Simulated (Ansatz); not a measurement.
The system is TiCo.

```
CELL_PARAMETERS angstrom
2.98611 0.00000 0.00000
0.00000 2.98611 0.00000
0.00000 0.00000 2.98611
ATOMIC_POSITIONS crystal
Co 0.50000 0.50000 0.50000
Ti 0.00000 0.00000 0.00000
```

The cell comes from a database or a generator and needn't be the stable form of this composition.

Program: Ansatz 0.2.0. Alike in all runs: cell as given; k mesh 9 × 9 × 9; basis error allowed 0.001 eV/atom.

Problem. Order these runs on this cell by their pressure, lowest first.
A. level PBE+D3(BJ)+U; potentials or basis all-electron LAPW, scalar-relativistic; spin collinear, antiferromagnetic start; U Co d U = 5.3 eV, Ti d U = 4 eV; cutoff (eV) 279; smearing methfessel-paxton 0.1 eV
B. level PBE; potentials or basis all-electron LAPW, scalar-relativistic; spin collinear, ferromagnetic start; cutoff (eV) 279; smearing gaussian 0.02 eV
C. level BLYP; potentials or basis all-electron LAPW, scalar-relativistic; spin collinear, ferromagnetic start; cutoff (eV) 278; smearing fermi-dirac 0.05 eV
D. level PBEsol; potentials or basis all-electron LAPW, inner shells corrected to Dirac's equation; spin collinear, ferromagnetic start; cutoff (eV) 279; smearing fermi-dirac 0.05 eV
E. level revPBE; potentials or basis all-electron LAPW, scalar-relativistic; spin collinear, ferromagnetic start; cutoff (eV) 280; smearing fermi-dirac 0.05 eV

Solution. D (-8.1 GPa), B (-0.5 GPa), E (2.8 GPa), C (4.8 GPa), A (19.4 GPa).

Caveats: the magnetic state may not be the lowest (some runs); U is the effective U less J, on atomic orbitals that reach past the spheres (some runs); pairwise dispersion overbinds metals, which lowers pressure and volume (some runs); the U is typed as a test and isn't derived for this compound (some runs).

Not every run made on this cell is shown here.
